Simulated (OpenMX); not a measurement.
Crystal: Zr.

```
CELL_PARAMETERS angstrom
3.23200 0.00000 0.00000
-1.61600 2.79899 0.00000
0.00000 0.00000 5.14700
ATOMIC_POSITIONS crystal
Zr 0.66214 0.33864 0.74918
Zr 0.34713 0.68258 0.24458
```

The cell isn't the ideal one: atoms moved at random, drawn with an rms of 0.05 Å.

Base run:

| Quantity | Value |
| --- | --- |
| Program | OpenMX 3.8.5 |
| Functional | PBE |
| Potentials or basis | OpenMX 2013 PBE set, Zr7.0-s3p2d2, grid cutoff 500 Ry |
| k mesh | 9 × 9 × 5 |
| Occupations | fermi-dirac, width 0.05 eV |
| Spin | no spin polarisation |

Its results: band gap on the k mesh none (metal or under the smearing width); pressure 1.4 GPa; largest force 0.126 eV/Å.

Problem. The run is repeated on the same cell with these changes: potentials or basis from OpenMX 2013 PBE set, Zr7.0-s3p2d2, grid cutoff 500 Ry to OpenMX 2013 PBE set, Zr7.0-s3p2d1, grid cutoff 400 Ry. What comes out?

Solution. Band gap on the k mesh none (metal or under the smearing width); pressure 2.2 GPa; largest force 0.136 eV/Å.

Caveats: the basis of atomic orbitals isn't converged, which shifts pressures, moduli and gaps.
